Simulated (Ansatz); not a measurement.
# TaSi2 (P6_422) in Ansatz: notebook, part 2 of 2

Ansatz 0.2.0.

## (3) Electric field gradients, PBE

File input.yaml:

```yaml
crystal:
  lattice:
    - [4.7839, 0.0, 0.0]
    - [-2.39195, 4.1429789292, 0.0]
    - [0.0, 0.0, 6.57]
  atoms:
    - { symbol: Ta, position: [0.0, 0.5, 0.3333333333] }
    - { symbol: Ta, position: [0.5, 0.5, 0.6666666667] }
    - { symbol: Ta, position: [0.5, 0.0, 0.0] }
    - { symbol: Si, position: [0.31794, 0.15897, 0.3333333333] }
    - { symbol: Si, position: [0.15897, 0.84103, 0.6666666667] }
    - { symbol: Si, position: [0.84103, 0.68206, 0.0] }
    - { symbol: Si, position: [0.68206, 0.84103, 0.3333333333] }
    - { symbol: Si, position: [0.84103, 0.15897, 0.6666666667] }
    - { symbol: Si, position: [0.15897, 0.31794, 0.0] }
kpoints:
  mp_grid: { grid: [7, 7, 4] }
scf:
  occupations: { method: fermi_dirac, width: 0.05 }
hamiltonian:
  xc: pbe
  pseudopotentials: { kind: all_electron, datasets: crystal }
output:
  forces: true
  stress: true
  eigenvalues: true
  efg: {}
```

Potentials or basis: all-electron PAW datasets made for the crystal.

Command:

```console
> ansatz run input.yaml --threads 8 --pin off --max-ram 24576MiB --backend cpu --events-out ev --progress --plain --runs-dir out
```

Output:

```text
Warning: RAYON_NUM_THREADS=8 ignored (pool sized by the plan → 8); use --threads N
hamiltonian.pseudopotentials.datasets: crystal makes datasets for this crystal and solves the spheres of its atoms anew in each pass: cutoff 240.0 eV, the density's 960.0 eV; for an error of 0.50 meV an atom under PBE, 4.5 meV for the cell; an energy difference from a run of another recipe may be off by several times the error for the cell, under r2SCAN by more, where some 0.1 meV an atom stays at smaller errors; Si in spheres of 1.228 Å, 4 of its electrons in bands; Ta in spheres of 1.376 Å, 13 of its electrons in bands, 14 on its site; only band paths and densities of states list, in semicore columns, the levels of the semicore shells that are solved separately: 4f of Ta
Ta: output.efg is read without spin–orbit coupling, which moves field gradients at and beside such atoms by some per cent and up to a factor of two; PAW files take it under magnetization.noncollinear and magnetization.spin_orbit
Engine: ansatz 0.2.0, x86_64-unknown-linux-gnu
Pseudopotentials: kind: all_electron
Pseudopotential: Ta, paw, valence charge 27, recommended cutoff 240 eV (normal), crystal/all_electron/pbe/scalar/gaussian/Ta, Koelling and Harmon's equation, gaussian nucleus
Pseudopotential: Si, paw, valence charge 4, recommended cutoff 240 eV (normal), crystal/all_electron/pbe/scalar/gaussian/Si, Koelling and Harmon's equation, gaussian nucleus
Functional definition: PBE
  parameter kappa = 0.804
  parameter beta = 0.06672455060314922
  exchange = pbe_x(kappa = kappa, mu = beta*pi^2/3)
  correlation = pbe_c(beta = beta)
Crystal: 9 atoms, lattice volume = 130.215 Å³
Basis set: ecut = 240 eV, 1109 PW (Γ), exchange–correlation on 50×50×72 points (8 copies of the dense FFT grid, shifted against one another)
Bands: 41, of which v1, the nominal top of the filled ones, is band 32 counted from 1 (31 counted from 0)
Symmetry: 12 space group operations
Space group: P6422 (ITA 181), of the structure as read, at distance tolerance 5.1e-5 Å
k-points: 24 of 196 (time reversal used)
Non-local potential: Ta, projectors of the file, l = 0: 2, l = 1: 2, l = 2: 2
Non-local potential: Si, projectors of the file, l = 0: 1, l = 1: 1
PAW form: soft (Blöchl's): semilocal exchange-correlation on the pseudo side does not see the compensation charge
PAW one-centre angular grid: Ta, 590 points (default); XC on its mesh's 1823 points in the sphere
PAW one-centre angular grid: Si, 110 points (default); XC on its mesh's 1963 points in the sphere
Initial density: superposition of atomic densities (neutral atoms: chi_scale 0, normalization atom)
Initial wavefunctions: pseudopotential atomic-orbital guess
Functional: x = pbe(κ = 0.804, μ = 0.2195149727645171), c = pbe(β = 0.06672455060314922)
iter 1 solved again at ethr=1.42e-2 eV; its pass at ethr=1.00e-1 eV (dr2=8.93e0 eV) is discarded
SCF iter   1: F=—  HF=-1321067.601059 eV  |F-HF|=—  |Δ(HF+E_count)|=         —  Δρ=6.86e-2  dr2=9.79e0  ethr=1.42e-2  ⟨swp⟩=3.5  Hψ=5486  notcnv=0
preconditioner: auto → Kerker (q_TF=auto, 2.417 Å⁻¹)  [metal: Δε(μ)=0.028 eV  Ē_g=7.703 eV  σ=0.050 eV  W_gap=0.14  n_scr=22 (ndim 8)  ℏωp=20.3 eV  f_vac=0.006  D(μ)=3.63/eV (n_scr^D=22)]
SCF iter   2: F=—  HF=-1321065.781890 eV  |F-HF|=—  |Δ(HF+E_count)|=    1.82e0  Δρ=3.81e-2  dr2=2.72e0  ethr=1.42e-2  ⟨swp⟩=2.5  Hψ=1985  notcnv=0
iter 3 solved again at ethr=3.35e-4 eV; its pass at ethr=4.32e-3 eV (dr2=2.11e-1 eV) is discarded
SCF iter   3: F=—  HF=-1321065.214599 eV  |F-HF|=—  |Δ(HF+E_count)|=   5.67e-1  Δρ=1.11e-2  dr2=2.58e-1  ethr=3.35e-4  ⟨swp⟩=4.7  Hψ=5201  notcnv=0  defer=1
eigensolver tolerance schedule calibrated: the retry pair's looser diagonalisation under-reported the residual by θ = 0.18 (0.16/decade); ethr = c·dr2/N_el runs at the constant in force after the calibration composes with the one it found (an armed cap, an earlier calibration), c = 3.8e-2
SCF iter   4: F=—  HF=-1321065.255178 eV  |F-HF|=—  |Δ(HF+E_count)|=   4.06e-2  Δρ=4.34e-3  dr2=3.05e-2  ethr=1.54e-4  ⟨swp⟩=3.7  Hψ=2516  notcnv=0  defer=1
SCF iter   5: F=—  HF=-1321065.245982 eV  |F-HF|=—  |Δ(HF+E_count)|=   9.20e-3  Δρ=1.91e-3  dr2=6.38e-3  ethr=1.82e-5  ⟨swp⟩=3.9  Hψ=2907  notcnv=0
SCF iter   6: F=—  HF=-1321065.245746 eV  |F-HF|=—  |Δ(HF+E_count)|=   2.36e-4  Δρ=6.70e-4  dr2=6.14e-4  ethr=3.81e-6  ⟨swp⟩=3.1  Hψ=2236  notcnv=0  defer=1
SCF iter   7: F=—  HF=-1321065.245578 eV  |F-HF|=—  |Δ(HF+E_count)|=   1.68e-4  Δρ=2.50e-4  dr2=6.69e-5  ethr=3.66e-7  ⟨swp⟩=3.3  Hψ=2433  notcnv=0
SCF iter   8: F=—  HF=-1321065.245550 eV  |F-HF|=—  |Δ(HF+E_count)|=   2.72e-5  Δρ=9.07e-5  dr2=1.18e-5  ethr=3.99e-8  ⟨swp⟩=2.3  Hψ=1774  notcnv=0  defer=2
SCF iter   9: F=—  HF=-1321065.245546 eV  |F-HF|=—  |Δ(HF+E_count)|=   4.10e-6  Δρ=1.47e-5  dr2=3.65e-7  ethr=7.03e-9  ⟨swp⟩=3.4  Hψ=2152  notcnv=0
SCF iter  10: F=-1321065.245546 eV  HF=-1321065.245546 eV  |F-HF|=6.75e-9  |Δ(HF+E_count)|=   1.01e-7  Δρ=2.26e-6  dr2=8.70e-9  ethr=2.18e-10  ⟨swp⟩=4.0  Hψ=2633  notcnv=0
SCF 1 converged in 10 iterations: F = -1321065.245547 eV  dr2 = 8.70e-9
  Residual-converged pass: ⟨swp⟩=3.9  Hψ=2004  notcnv=0  max |occ|·‖R‖ = 6.6e-6 eV (tolerance 6.7e-6 eV)  dr2=1.29e-8  dr2_onsite=4.26e-9  max |Δocc| = 3.4e-9
SCF converged after 10 iterations
Free energy (F): -1321065.245547 eV
Harris-Foulkes:  -1321065.245547 eV  (|F-HF|=6.75e-9)
Internal energy: -1321065.219362 eV  (E = F + TS)
E sigma→0 (E₀):  -1321065.232454 eV
Entropy (-TS):   -0.026185 eV (-2.909 meV/atom)
Past the cutoff: the bands carry plane waves up to 1.75 times it, of which those up to 1.5 times it add -0.000195 eV an atom, each by itself; the spheres take 0.000102 eV an atom off the energy for waves past 1.75 times it
By the cutoff:   a pressure is off by up to 0.005 GPa (1.2 times the spheres' own share and the shells' term, over an atom's volume, and 0.004 GPa: a bound that held against runs at twice the plane waves)
Past the cutoffs: a stress includes 0.0010 GPa for waves and charges beyond them, in addition to the slope of what the spheres take
In the spheres:  the bands' charges fall short by 5.8e-7 e at most (sound up to 1e-3), those of shells solved beside the bands by 5.1e-8 e (sound up to 5e-4)
Fermi energy:    18.888086 eV
--- Per-component energies (eV) ---
  E_band       = -23.157580
  E_kinetic    = 817.412044
  E_local      = -17103.343077  (includes V_loc(G=0)·N_el)
  E_nonlocal   = 306.269896
  E_hartree    = 8702.431590
  E_xc         = -496.528958
  E_vxc        = -617.020757  (∫ρ·V_xc dr)
  E_paw        = -1346432.011695  (= ΣΔE_a)
  E_vpaw       = -49015.754108  (= ΣTr[D̂ρ^β])
  E_ewald      = -15043.878506
  E_smearing   = -0.026185  (= −TS)
  E_closure    = 48184.429344  (closes the sum)
  Σ components = -1321065.245547   (vs F -1321065.245547, Δ=0.00e0)
  The terms above E_closure are by the made datasets' own strengths, without shells solved beside the bands.
--- Forces (eV/Å), atoms counted from 1 ---
  atom   1  Ta     0.00000000     0.00000000    -0.00000000
  atom   2  Ta     0.00000000    -0.00000000     0.00000000
  atom   3  Ta    -0.00000000     0.00000000     0.00000000
  atom   4  Si     0.02761106     0.01594125    -0.00000000
  atom   5  Si     0.02761106    -0.01594125     0.00000000
  atom   6  Si    -0.00000000    -0.03188250    -0.00000000
  atom   7  Si    -0.02761106    -0.01594125     0.00000000
  atom   8  Si    -0.02761106     0.01594125    -0.00000000
  atom   9  Si    -0.00000000     0.03188250     0.00000000
  max |Σ_I F_I| component: 2.89e-17 eV/Å
--- Stress (GPa, compression-positive) ---
        1.990466      -0.000000      -0.000000
       -0.000000       1.990466       0.000000
       -0.000000       0.000000       3.161662
  P = ⅓ Tr σ = 2.3809 GPa (23.809 kbar)
  It holds what live shells' own plane waves past their cutoff add
--- PAW observables at the nuclei: V_zz in 10²¹ V/m², potentials from the cell's mean, atoms counted from 1 ---
  atom   1  Ta V_zz =    +6.129702   η = 0.7792   by run symmetry: allowed
            electrostatic potential = -14494.941673 V   contact ρ = 8150566.099012 e/Å³
  atom   2  Ta V_zz =    +6.129702   η = 0.7792   by run symmetry: allowed
            electrostatic potential = -14494.941673 V   contact ρ = 8150566.099012 e/Å³
  atom   3  Ta V_zz =    +6.129702   η = 0.7792   by run symmetry: allowed
            electrostatic potential = -14494.941669 V   contact ρ = 8150566.098794 e/Å³
  atom   4  Si V_zz =    -2.732271   η = 0.4716   by run symmetry: allowed
            electrostatic potential = -1368.998629 V   contact ρ = 12820.295280 e/Å³
  atom   5  Si V_zz =    -2.732271   η = 0.4716   by run symmetry: allowed
            electrostatic potential = -1368.998629 V   contact ρ = 12820.295280 e/Å³
  atom   6  Si V_zz =    -2.732271   η = 0.4716   by run symmetry: allowed
            electrostatic potential = -1368.998630 V   contact ρ = 12820.295281 e/Å³
  atom   7  Si V_zz =    -2.732271   η = 0.4716   by run symmetry: allowed
            electrostatic potential = -1368.998629 V   contact ρ = 12820.295280 e/Å³
  atom   8  Si V_zz =    -2.732271   η = 0.4716   by run symmetry: allowed
            electrostatic potential = -1368.998629 V   contact ρ = 12820.295280 e/Å³
  atom   9  Si V_zz =    -2.732271   η = 0.4716   by run symmetry: allowed
            electrostatic potential = -1368.998630 V   contact ρ = 12820.295281 e/Å³
--- Band table (eV; the first three rows and the last of 24) ---
  k-point 0: bands = ["-48.7737", "-48.7584", "-48.7584", "-15.4567", "-15.4540", "-15.4540", "-15.3938", "-15.3938", "-15.2961", "-15.2918", "-15.2865", "-15.2865", "5.5133", "8.8339", "8.8339", "12.3444", "12.9404", "12.9404", "13.0594", "13.0594", "14.0896", "15.0457", "15.0457", "15.4187", "16.3510", "16.3510", "16.3970", "16.3970", "16.4544", "16.7101", "16.7101", "17.4108", "19.6352", "21.8775", "21.8775", "22.3281", "22.4389"]
  k-point 1: bands = ["-48.7724", "-48.7635", "-48.7548", "-15.4893", "-15.4465", "-15.4031", "-15.3995", "-15.3974", "-15.3077", "-15.3075", "-15.3001", "-15.2622", "5.7575", "7.5405", "10.1172", "12.5495", "12.5644", "13.0036", "13.4227", "13.4438", "13.9584", "14.0224", "14.4627", "14.8238", "16.1443", "16.4108", "16.6353", "16.6632", "16.7244", "16.8692", "17.3075", "17.9381", "20.3334", "21.1998", "21.6403", "22.1813", "22.3092"]
  k-point 2: bands = ["-48.7686", "-48.7686", "-48.7534", "-15.5019", "-15.4209", "-15.4209", "-15.4025", "-15.3491", "-15.3491", "-15.3084", "-15.3084", "-15.2523", "6.4623", "6.4623", "10.9118", "12.4260", "12.5941", "13.0450", "13.0450", "13.8124", "13.8124", "14.0150", "14.0150", "14.6959", "16.1027", "16.2235", "16.2235", "16.6684", "16.8668", "17.1114", "17.1114", "20.0332", "20.0332", "21.4946", "21.4946", "22.3360", "22.3837"]
  k-point 23: bands = ["-48.7685", "-48.7624", "-48.7596", "-15.4981", "-15.4710", "-15.4703", "-15.3814", "-15.3612", "-15.3231", "-15.2864", "-15.2847", "-15.2625", "8.2377", "8.2696", "9.1088", "9.9324", "10.0701", "11.1709", "13.5565", "13.6429", "14.4192", "14.6253", "16.0117", "16.0818", "16.2556", "16.3389", "16.3517", "16.4677", "17.7773", "18.3667", "18.3965", "18.9145", "19.9712", "20.5746", "20.6512", "21.1648", "21.1872"]
```

It took 26 s on 8 threads of Intel Xeon at 2.50GHz (Skylake/Cascade Lake), shared host; peak memory 1.6 GiB.

What came out:

- Free energy: -1321065.2455 eV
- Pressure: 2.4 GPa
- Largest force: 0.032 eV/Å
- Band gap on the k mesh: none (metal or under the smearing width)

Forces on the atoms (eV/Å):
```
Ta   0.000  0.000  0.000
Ta   0.000  0.000  0.000
Ta   0.000  0.000  0.000
Si   0.028  0.016  0.000
Si   0.028 -0.016  0.000
Si   0.000 -0.032  0.000
Si  -0.028 -0.016  0.000
Si  -0.028  0.016  0.000
Si   0.000  0.032  0.000
```

Stress tensor (GPa, compression positive):
```
1.99 0.00 0.00
0.00 1.99 0.00
0.00 0.00 3.16
```

Spin-orbit coupling is left out, which matters for the levels of Ta.
